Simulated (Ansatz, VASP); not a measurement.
**MgO in VASP and in Ansatz**

```
CELL_PARAMETERS angstrom
3.55840 0.00000 0.00000
-1.77920 3.08166 0.00000
0.00000 0.00000 3.56053
ATOMIC_POSITIONS crystal
Mg 0.66667 0.33333 0.75000
Mg 0.33333 0.66667 0.25000
O 0.66667 0.33333 0.25000
O 0.33333 0.66667 0.75000
```

Alike in both runs: task single point; functional PBEsol; k mesh 9 × 9 × 6; occupations gaussian, width 0.05 eV; no spin polarisation.

|  | VASP | Ansatz |
| --- | --- | --- |
| version | VASP 6.6.1 | Ansatz 0.2.0 |
| potentials or method | VASP PAW PBE potentials, release 64 (Mg, O) | scalar-relativistic, plane waves, PAW |
| plane-wave cutoff (eV) | 520 | 520 |
| valence electrons in the cell | 16 | 32 |

```csv
,VASP,Ansatz,Ansatz less VASP
gap on the k mesh at the Fermi level (eV),3.82,3.83,+0.011
least direct gap on the mesh (eV),3.82,3.83,+0.011
```

The two sets of potentials don't hold the same shells in valence. Ansatz warned: «pseudo_functional_mismatch».
